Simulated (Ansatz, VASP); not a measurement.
# Two plane-wave programs on GaSe4

```
Ga Se
1.0
     5.16321    0.00000    0.00000
     0.00000    5.16321    0.00000
     0.00000    0.00000    5.16321
Ga Se
1 4
Cartesian
  2.5816 2.5816 2.5816
  2.5816 0.0000 0.0000
  0.0000 2.5816 0.0000
  0.0000 0.0000 2.5816
  0.0000 0.0000 0.0000
```

Alike in both runs: functional PBE; k mesh 4 × 4 × 4; occupations gaussian, width 0.1 eV; no spin polarisation.

Ansatz relaxed the structure, and its values are those at the end. VASP's run is a single point on that final structure, the one shown.

```csv
,VASP,Ansatz
version,VASP 6.6.1,Ansatz 0.2.0
potentials or method,"VASP PAW PBE potentials, release 64 (Ga_d, Se)","scalar-relativistic, plane waves, PAW"
plane-wave cutoff (eV),520,420
valence electrons in the cell,37,77
```

VASP gave:

| Item | Value |
| --- | --- |
| gap on the k mesh at the Fermi level (eV) | none |
| pressure (GPa) | 0.2 |

Estimate Ansatz's values.

gap on the k mesh at the Fermi level (eV): none; pressure (GPa): 0.1.

A gap of «none» marks a metal or a gap that the smearing closes. The two sets of potentials don't hold the same shells in valence.
